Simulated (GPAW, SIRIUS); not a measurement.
**Ir: programs and potentials compared**

```
Ir
1.0
     0.00000    1.91560    1.91560
     1.91560    0.00000    1.91560
     1.91560    1.91560    0.00000
Ir
1
Direct
  0.00000 0.00000 0.00000
```

Alike in all runs: task single point; functional PBE; k mesh 12 × 12 × 12; occupations fermi-dirac, width 0.05 eV; no spin polarisation; no spin-orbit coupling. Pressure is positive in compression and, in plane waves, holds the error of the finite cutoff.

```tsv
program and potentials	plane-wave cutoff (eV)	notes	band gap (eV)	pressure (GPa)
SIRIUS, GBRV 1.5 PBE (ultrasoft)	557	15 valence electrons an atom on average	no gap	10.36
SIRIUS, SSSP 1.3.0 PBE efficiency	828	15 valence electrons an atom on average	no gap	10.49
SIRIUS, PseudoDojo 0.4 PBE stringent (scalar relativistic)	937	17 valence electrons an atom on average	no gap	10.37
SIRIUS, SG15 1.2 PBE (norm-conserving)	1102	17 valence electrons an atom on average	no gap	10.54
SIRIUS, in-house norm-conserving set, PBE (scalar relativistic)	937	17 valence electrons an atom on average	no gap	11.28
GPAW, GPAW PAW data sets (gpaw-data 1.2.1)	600	15 valence electrons an atom on average	no gap	9.85
```

None finds a gap. The pressure spans 9.85 (GPAW, GPAW PAW data sets (gpaw-data 1.2.1)) to 11.28 GPa (SIRIUS, in-house norm-conserving set, PBE (scalar relativistic)). The cell lies far from this level's equilibrium.

The functional is the same throughout but for its coding, so the spread measures potentials, basis and numerics; runs on potential files found faulty are left out.
